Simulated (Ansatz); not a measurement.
Zinc-blende InN (metastable phase) was calculated with PBE-D3(BJ) (Ansatz, a quantum-chemistry and plane-wave program, PAW).

Numerical settings: plane-wave cutoff 520 eV, 24×24×24 k mesh, Fermi–Dirac smearing 0.05 eV, perturbation theory, scalar-relativistic PAW data made under PBE.

Cell (relaxed at this level):

```xyz
2
Lattice="0.0000 2.5066 2.5066 2.5066 0.0000 2.5066 2.5066 2.5066 0.0000" Properties=species:S:1:pos:R:3 pbc="T T T"
In     0.0000     0.0000     0.0000
N      3.7599     3.7599     3.7599
```

**Question.** Give the computed TO(Γ) frequency.

**Answer.** 
TO(Γ) frequency: 448 cm⁻¹

Note: the solid has no gap at this level, which affects its response; the dispersion coefficients are held fixed in the derivatives.

Spin–orbit coupling is not included.

The result took roughly 20 core-minutes.
